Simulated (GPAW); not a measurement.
## Sn: equation of state with PBE

The system is Sn.

```
CELL_PARAMETERS angstrom
4.57264 0.00000 0.00000
2.28632 3.96002 0.00000
2.28632 1.32001 3.73354
ATOMIC_POSITIONS crystal
Sn 0.75000 0.75000 0.75000
Sn 0.50000 0.50000 0.50000
```

This isn't the form of Sn at room conditions, which is tetragonal (white tin).

```json
{
 "Program": "GPAW 26.7.0",
 "Task": "equation of state",
 "Functional": "PBE",
 "Potentials or basis": "GPAW PAW data sets (gpaw-data 1.2.1)",
 "Basis": "lcao:dzp",
 "Grid spacing": "0.18 Å",
 "k mesh": "6 × 6 × 6",
 "Occupations": "fermi-dirac, width 0.05 eV",
 "Spin": "no spin polarisation",
 "Maxiter": "150",
 "Eos scales": "[0.94, 0.96, 0.98, 1.0, 1.02, 1.04, 1.06]"
}
```

| Quantity | Value |
| --- | --- |
| Equilibrium volume | 36.85 Å³/atom (rough: see the caveat) |
| Bulk modulus | 36 GPa (rough) |

Energy against volume, from the lowest point:
| volume (Å³/atom) | energy (meV/atom) |
| --- | --- |
| 31.775 | 102.90 |
| 32.451 | 73.21 |
| 33.127 | 49.30 |
| 33.803 | 30.55 |
| 34.479 | 16.36 |
| 35.155 | 6.30 |
| 35.831 | 0.00 |

Run time: 100 s on 1 thread of Arm Neoverse V2 (shared host), peak memory 0.22 GiB.

Caveat: the minimum lies outside the volumes run; the basis of atomic orbitals isn't converged, which shifts pressures, moduli and gaps.
